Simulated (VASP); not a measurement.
## InSb (strained zincblende): a PBE single-point calculation in VASP

INCAR

```
LCHARG = .FALSE.
EDIFF = 1E-7
SIGMA = 0.02
PREC = Accurate
LREAL = .FALSE.
NSW = 0
GGA = PE
LASPH = .TRUE.
NELM = 120
NBANDS = 16
ISIF = 2
IBRION = -1
ENCUT = 520
ISMEAR = -1
LWAVE = .FALSE.
```

KPOINTS

```
KPOINTS created by Atomic Simulation Environment
0
Gamma
6 6 6
0 0 0
```

KPOINTS_OPT

```
special points
7
Reciprocal
0.0000000000 0.0000000000 0.0000000000 1
-0.5000000000 -0.5000000000 0.0000000000 1
-0.3750000000 -0.3750000000 0.2500000000 1
-0.3750000000 0.0000000000 0.3750000000 1
0.0000000000 0.0000000000 0.5000000000 1
-0.5000000000 -0.2500000000 0.2500000000 1
-0.0292970000 0.0000000000 -0.0292970000 1
```

POSCAR

```
In Sb
 1.0000000000000000
     0.0000000000000000    3.3778984081000001    3.1718515586999998
     3.3778984081000001    0.0000000000000000    3.1718515586999998
     3.3778984081000001    3.3778984081000001    0.0000000000000000
 In  Sb
   1   1
Cartesian
  0.0000000000000000  0.0000000000000000  0.0000000000000000
  1.6889492040500000  1.6889492040500000  1.5859257793500003
```

VASP ran with the recommended PBE PAW datasets (18 valence electrons in the cell).

Command

```
mpirun -np 1 vasp_std
```

OSZICAR

```
N       E                     dE             d eps       ncg     rms          rms(c)
DAV:   1     0.113248516728E+03    0.11325E+03   -0.78169E+03   960   0.110E+03
DAV:   2     0.444284361958E+00   -0.11280E+03   -0.10959E+03  1064   0.274E+02
DAV:   3    -0.680457050278E+01   -0.72489E+01   -0.72191E+01  1200   0.727E+01
DAV:   4    -0.700906278298E+01   -0.20449E+00   -0.20444E+00  1216   0.142E+01
DAV:   5    -0.701994412964E+01   -0.10881E-01   -0.10881E-01  1424   0.267E+00    0.376E+00
DAV:   6    -0.692691164806E+01    0.93032E-01   -0.15259E-01  1392   0.563E+00    0.219E+00
DAV:   7    -0.691599605268E+01    0.10916E-01   -0.63917E-02  1312   0.224E+00    0.593E-01
DAV:   8    -0.691719030225E+01   -0.11942E-02   -0.74041E-03  1232   0.953E-01    0.219E-01
DAV:   9    -0.691787631277E+01   -0.68601E-03   -0.98299E-04  1248   0.276E-01    0.738E-02
DAV:  10    -0.691791923939E+01   -0.42927E-04   -0.49010E-05  1272   0.460E-02    0.349E-02
DAV:  11    -0.691796411193E+01   -0.44873E-04   -0.82162E-05  1136   0.527E-02    0.243E-02
DAV:  12    -0.691796542218E+01   -0.13103E-05   -0.14273E-06  1208   0.772E-03    0.788E-03
DAV:  13    -0.691796624302E+01   -0.82083E-06   -0.14962E-06  1160   0.594E-03    0.428E-03
DAV:  14    -0.691796592591E+01    0.31711E-06   -0.80996E-08  1112   0.256E-03    0.131E-03
DAV:  15    -0.691796592096E+01    0.49458E-08   -0.18586E-08   832   0.969E-04
   1 F= -.69179659E+01 E0= -.69179634E+01  d E =-.513561E-05
       N       E                     dE             ncg
DAV:   1     0.901777298675E+03   -0.27458E+04      224
DAV:   2     0.100691953923E+03   -0.80109E+03      256
DAV:   3     0.483860259949E+02   -0.52306E+02      264
DAV:   4     0.469053352164E+02   -0.14807E+01      304
DAV:   5     0.468044160824E+02   -0.10092E+00      336
DAV:   6     0.468032430731E+02   -0.11730E-02      296
DAV:   7     0.468031753271E+02   -0.67746E-04      360
DAV:   8     0.468031746218E+02   -0.70539E-06      312
DAV:   9     0.468031746000E+02   -0.21722E-07      256
```

From OUTCAR

```
k-points           NKPTS =     30   k-points in BZ     NKDIM =     30   number of bands    NBANDS=     16

   NELECT =      18.0000    total number of electrons

   dimension x,y,z NGX =    36 NGY =   36 NGZ =   36
   dimension x,y,z NGXF=    72 NGYF=   72 NGZF=   72

  energy-cutoff  :      520.00
  volume of cell :       72.38
      direct lattice vectors                 reciprocal lattice vectors
     0.000000000  3.377898408  3.171851559    -0.148021030  0.148021030  0.157636633
     3.377898408  0.000000000  3.171851559     0.148021030 -0.148021030  0.157636633
     3.377898408  3.377898408  0.000000000     0.148021030  0.148021030 -0.157636633

 k-points in reciprocal lattice and weights: KPOINTS created by Atomic Simulation Env
   0.00000000  0.00000000  0.00000000       0.005
   0.16666667 -0.00000000  0.00000000       0.037
   0.33333333 -0.00000000  0.00000000       0.037
   0.50000000  0.00000000  0.00000000       0.019
   0.16666667  0.16666667  0.00000000       0.009
   0.33333333  0.16666667  0.00000000       0.037
   0.50000000  0.16666667  0.00000000       0.037
  -0.33333333  0.16666667  0.00000000       0.037
   ...

 E-fermi :   4.5231

 k-point     1 :       0.0000    0.0000    0.0000
  band No.  band energies     occupation
      1     -10.0222      2.00000
      2     -10.0222      2.00000
      3     -10.0092      2.00000
      4      -9.9564      2.00000
      5      -9.9445      2.00000
      6      -5.8557      2.00000
      7       3.9082      2.00000
      8       4.3819      1.99829
      9       4.3819      1.99829
     10       4.6497      0.00356
     11       7.3594      0.00000
     12       7.5003      0.00000
     13       7.5003      0.00000
     14      10.1505      0.00000
     15      12.1892      0.00000
     16      12.9295      0.00000

 k-point     2 :       0.1667   -0.0000    0.0000
  band No.  band energies     occupation
      1     -10.0282      2.00000
      2     -10.0178      2.00000
      3     -10.0082      2.00000
      4      -9.9569      2.00000
      5      -9.9441      2.00000
      6      -5.6297      2.00000
      7       1.9976      2.00000
      8       4.0556      2.00000
      9       4.2899      1.99998
     10       5.2826      0.00000
     11       7.7329      0.00000
     12       7.8866      0.00000
     13       8.1806      0.00000
     14      11.1785      0.00000
     15      11.5178      0.00000
     16      11.9480      0.00000

 k-point     3 :       0.3333   -0.0000    0.0000
  band No.  band energies     occupation
      1     -10.0449      2.00000
      2     -10.0102      2.00000
      3     -10.0023      2.00000
      4      -9.9570      2.00000
      5      -9.9423      2.00000
      6      -5.0523      2.00000
      7       0.0370      2.00000
      8       3.5751      2.00000
      9       3.8965      2.00000
     10       5.0309      0.00000
     11       8.1645      0.00000
     12       8.3447      0.00000
     13      10.0829      0.00000
     14      11.1373      0.00000
     15      12.1659      0.00000
     16      12.1974      0.00000

 k-point     4 :       0.5000    0.0000    0.0000
  band No.  band energies     occupation
      1     -10.0536      2.00000
      2     -10.0070      2.00000
      3      -9.9995      2.00000
      4      -9.9564      2.00000
      5      -9.9407      2.00000
      6      -4.6416      2.00000
      7      -0.8632      2.00000
      8       3.3821      2.00000
      9       3.7403      2.00000
     10       4.8688      0.00000
     11       8.1318      0.00000
     12       8.4496      0.00000
     13      10.6206      0.00000
     14      12.3195      0.00000
     15      13.2435      0.00000
     16      13.7082      0.00000

 k-point     5 :       0.1667    0.1667    0.0000
  band No.  band energies     occupation
      1     -10.0278      2.00000
      2     -10.0134      2.00000
      3     -10.0134      2.00000
      4      -9.9603      2.00000
      5      -9.9419      2.00000
      6      -5.5330      2.00000
      7       2.0036      2.00000
      8       3.5819      2.00000
      9       3.5819      2.00000
     10       6.0408      0.00000
     11       6.8294      0.00000
     12       8.6369      0.00000
     13       8.6369      0.00000
     14      10.9555      0.00000
     15      11.9355      0.00000
     16      12.4977      0.00000

 k-point     6 :       0.3333    0.1667    0.0000
  band No.  band energies     occupation
      1     -10.0465      2.00000
      2     -10.0051      2.00000
      3     -10.0041      2.00000
      4      -9.9629      2.00000
      5      -9.9398      2.00000
      6      -5.0460      2.00000
      7       0.4616      2.00000
      8       3.0372      2.00000
      9       3.1105      2.00000
     10       6.1340      0.00000
     11       7.1897      0.00000
     12       9.1811      0.00000
     13       9.2042      0.00000
     14      11.5370      0.00000
     15      12.7805      0.00000
     16      12.9720      0.00000

 k-point     7 :       0.5000    0.1667    0.0000
  band No.  band energies     occupation
      1     -10.0576      2.00000
      2     -10.0013      2.00000
      3      -9.9985      2.00000
      4      -9.9610      2.00000
      5      -9.9397      2.00000
      6      -4.5178      2.00000
      7      -0.7382      2.00000
      8       2.5551      2.00000
      9       3.0117      2.00000
     10       5.9655      0.00000
     11       8.0761      0.00000
     12       8.9781      0.00000
     13       9.7590      0.00000
     14      12.3748      0.00000
     15      13.4343      0.00000
     16      13.6978      0.00000

 k-point     8 :      -0.3333    0.1667    0.0000
  band No.  band energies     occupation
      1     -10.0539      2.00000
      2     -10.0046      2.00000
      3      -9.9976      2.00000
      4      -9.9574      2.00000
      5      -9.9430      2.00000
      6      -4.7025      2.00000
      7      -0.4308      2.00000
      8       2.4697      2.00000
      9       3.3323      2.00000
     10       5.9966      0.00000
     11       8.3675      0.00000
     12       8.6662      0.00000
     13      10.1145      0.00000
     14      11.6903      0.00000
     15      12.0331      0.00000
     16      13.4482      0.00000

 k-point     9 :      -0.1667    0.1667    0.0000
  band No.  band energies     occupation
      1     -10.0410      2.00000
      2     -10.0129      2.00000
      3     -10.0003      2.00000
      4      -9.9558      2.00000
      5      -9.9452      2.00000
      6      -5.2939      2.00000
      7       0.8947      2.00000
      8       3.0650      2.00000
      9       3.8783      2.00000
     10       6.0072      0.00000
     11       8.1231      0.00000
     12       8.2493      0.00000
     13       8.7881      0.00000
     14      10.8795      0.00000
     15      11.9686      0.00000
     16      12.5506      0.00000

 k-point    10 :       0.3333    0.3333    0.0000
  band No.  band energies     occupation
      1     -10.0627      2.00000
      2      -9.9955      2.00000
      3      -9.9955      2.00000
      4      -9.9692      2.00000
      5      -9.9369      2.00000
      6      -4.6825      2.00000
      7       0.0356      2.00000
      8       2.5913      2.00000
      9       2.5913      2.00000
     10       5.5269      0.00000
     11       6.5758      0.00000
     12      10.6665      0.00000
     13      10.6665      0.00000
     14      11.2854      0.00000
     15      13.4030      0.00000
     16      14.7277      0.00000

 k-point    11 :       0.5000    0.3333    0.0000
  band No.  band energies     occupation
      1     -10.0710      2.00000
      2      -9.9914      2.00000
      3      -9.9909      2.00000
      4      -9.9696      2.00000
      5      -9.9366      2.00000
      6      -4.2105      2.00000
      7      -0.7710      2.00000
      8       1.9703      2.00000
      9       2.4479      2.00000
     10       5.8122      0.00000
     11       6.8519      0.00000
     12      10.4037      0.00000
     13      10.8692      0.00000
     14      12.8727      0.00000
     15      13.8837      0.00000
     16      14.4468      0.00000

 k-point    12 :      -0.3333    0.3333    0.0000
  band No.  band energies     occupation
      1     -10.0650      2.00000
      2      -9.9948      2.00000
      3      -9.9942      2.00000
      4      -9.9637      2.00000
      5      -9.9403      2.00000
      6      -4.2287      2.00000
      7      -0.8438      2.00000
      8       1.6412      2.00000
      9       2.7555      2.00000
     10       6.0214      0.00000
     11       8.6856      0.00000
     12      10.0481      0.00000
     13      10.1248      0.00000
     14      10.7663      0.00000
     15      12.0764      0.00000
     16      15.7529      0.00000

 ...

  Total       -0.0697413     -0.0697413      0.5758464      0.0000000      0.0000000      0.0000000
  in kB       -1.5437051     -1.5437051     12.7462133      0.0000000      0.0000000      0.0000000
  external PRESSURE =       3.2196010 kB  Pullay stress =       0.0000000 kB

 POSITION                                       TOTAL-FORCE (eV/Angst)
 -----------------------------------------------------------------------------------
      0.00000      0.00000      0.00000        -0.000000      0.000000     -0.000000
      1.68895      1.68895      1.58593         0.000000     -0.000000      0.000000
 -----------------------------------------------------------------------------------
    total drift:                               -0.000000     -0.000000     -0.000000

  FREE ENERGIE OF THE ION-ELECTRON SYSTEM (eV)
  ---------------------------------------------------
  free  energy   TOTEN  =        -6.9179659210 eV

  energy  without entropy=       -6.9179607853  energy(sigma->0) =       -6.91796335
```

| Quantity | Value |
| --- | --- |
| gap between bands v and c | 0.00 eV |
| least direct gap | 0.00 eV |
| pressure | 0.3 GPa |

Band v is the last that the valence electrons fill when counted band by band, and c is the next.

The run took about 56 s on one core of a shared host (Intel Xeon Platinum 8488C) and held 0.23 GiB at most.
